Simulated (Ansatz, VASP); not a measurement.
## SnO2 in VASP and in Ansatz

```
CELL_PARAMETERS angstrom
2.81392 0.00000 0.00000
0.00000 2.81392 0.00000
0.00000 0.00000 37.24232
ATOMIC_POSITIONS crystal
Sn 0.00000 0.00000 0.22432
Sn 0.50000 0.50000 0.33956
O 0.50000 0.50000 0.25571
O 0.50000 0.50000 0.19215
O 0.00000 0.00000 0.37172
O 0.00000 0.00000 0.30816
```

Alike in both runs: functional PBE; dispersion D3(BJ); k mesh 14 × 14 × 1; occupations gaussian, width 0.1 eV; no spin polarisation.

Ansatz relaxed the structure, and its values are those at the end. VASP's run is a single point on that final structure, the one shown.

|  | VASP | Ansatz |
| --- | --- | --- |
| version | VASP 6.6.1 | Ansatz 0.2.0 |
| potentials or method | VASP PAW PBE potentials, release 64 (Sn_d, O) | scalar-relativistic, plane waves, PAW |
| plane-wave cutoff (eV) | 520 | 420 |
| valence electrons in the cell | 52 | 52 |

|  | VASP | Ansatz | Ansatz less VASP |
| --- | --- | --- | --- |
| gap on the k mesh at the Fermi level (eV) | none | none | - |
| rms of the force components (eV/Å) | 0.016 | 0.000 | -0.0154 |

A gap of «none» marks a metal or a gap that the smearing closes. Ansatz warned: «slab_cell_height_set».
